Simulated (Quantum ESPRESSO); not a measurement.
Runs of Quantum ESPRESSO 7.5 on Ga2O3. Symmetry: C2/m, No. 12, monoclinic system. Conventional cell: a = 12.214 Å, b = 3.037 Å, c = 5.798 Å, α = 90.00°, β = 103.83°, γ = 90.00°. Ga (site symmetry m) is surrounded by 6 O at 1.94 to 2.07 Å. Around Ga (site symmetry m) lie 4 O at 1.83 to 1.86 Å. O (site symmetry m) is surrounded by 3 Ga at 1.83 to 1.94 Å. O (site symmetry m) is surrounded by 4 Ga at 1.86 to 2.07 Å. O (site symmetry m) has 3 Ga at 1.83 to 1.94 Å as nearest neighbours. 

```csv
task,level,potentials or basis,k mesh,cutoff (eV),form of the LDA correlation,mesh quality,gap on the mesh (eV),pressure (GPa),largest force (eV/Å)
band structure,PBE,GBRV 1.5 PBE,9 × 9 × 5,612,-,not flagged,(b),(c),0.24
band structure,RGE2,PseudoDojo 0.4.1 SR PBE standard,6 × 6 × 4,1143,-,not flagged,2.46,6.3,0.16
band structure,N12,PseudoDojo 0.4.1 SR PBE standard,6 × 6 × 4,1143,-,not flagged,2.43,1.5,0.22
band structure,OLYP,PseudoDojo 0.4.1 SR PBE standard,6 × 6 × 4,1143,-,not flagged,2.91,10.5,(a)
```

Alike in all rows: no spin polarisation; cell as given; smearing fermi-dirac 0.05 eV.

Task: Fill in the values left out.

Result: (a) 0.15; (b) 2.47; (c) 9.6.

Caveats: the potentials were made for another functional, which shifts forces and pressure (some runs).

A k mesh can miss the band edges, and the runs leave out spin-orbit coupling on Ga.

Not every run made on this cell is shown here.
